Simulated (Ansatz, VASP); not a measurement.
Given: the input of a run of VASP 6.6.1 on I.

File INCAR:

```
SYSTEM = I
PREC     = Accurate       ! precision mode
ENCUT    = 520            ! plane-wave cutoff, eV
EDIFF    = 1E-6           ! SCF threshold, eV
ISMEAR   = -1             ! smearing method
SIGMA    = 0.05           ! smearing width, eV
LREAL    = .False.        ! projectors in reciprocal space
LASPH    = .True.         ! aspherical terms in the spheres
NELM     = 80             ! most SCF steps
ALGO     = Normal         ! electronic algorithm
ISIF     = 2              ! what is computed and relaxed
LWAVE    = .False.        ! write WAVECAR
LCHARG   = .True.         ! write CHGCAR
GGA      = PE             ! functional
LELF     = .True.         ! ELF
LVHAR    = .True.       
NBANDS   = 10             ! bands
```

Contents of KPOINTS:

```
Automatic mesh
0
Gamma
  9 9 9
  0 0 0
```

POSCAR

```
I
1.0
    0.0000000000      2.3967303343      3.9612912976
    2.2210941101      0.0000000000      3.9612912976
    2.2210941101      2.3967303343      0.0000000000
I
1
Direct
    0.0000000000      0.0000000000      0.0000000000
```

Potentials or basis: VASP PAW PBE potentials, release 64 (I).

The run is started by

```console
$ cat potpaw_PBE.64/I/POTCAR > POTCAR
$ mpirun -np 1 vasp_std > vasp.out
```

Question: Translate it to Ansatz 0.2.0. Potentials there: all-electron LAPW, scalar-relativistic.

Answer: As run (the cutoff follows the program's own potentials):

File input.yaml:

```yaml
crystal:
  lattice:
    - [0.0, 2.3967303343, 3.9612912976]
    - [2.2210941101, 0.0, 3.9612912976]
    - [2.2210941101, 2.3967303343, 0.0]
  atoms:
    - { symbol: I, position: [0.0, 0.0, 0.0] }
kpoints:
  mp_grid: { grid: [9, 9, 9] }
scf:
  occupations: { method: fermi_dirac, width: 0.05 }
hamiltonian:
  xc: pbe
  pseudopotentials: { kind: all_electron, lapw: { basis_error: 0.0005 } }
output:
  forces: true
  stress: true
  eigenvalues: true
```

Potentials or basis: all-electron LAPW, scalar-relativistic.

The run is started by

```sh
$ ansatz run input.yaml --threads 1 --pin off --max-ram 3072MiB --backend cpu --events-out ev --progress --plain --runs-dir out
```

Both were run:

|  | VASP | Ansatz | Ansatz less VASP |
| --- | --- | --- | --- |
| gap on the k mesh at the Fermi level (eV) | none | none | - |
| pressure (GPa) | -0.5 | -0.5 | +0.04 |
| largest component of the traceless stress (GPa) | 1.12 | 1.08 | -0.035 |

A gap of «none» marks a metal or a gap that the smearing closes. Ansatz ran all-electron here, so the differences hold the error of VASP's frozen core and of both bases.

Caveats: an odd number of electrons without spin polarisation forces a metal; a magnetic or distorted state may lie lower. Spin-orbit coupling is left out, which matters for the levels of I.
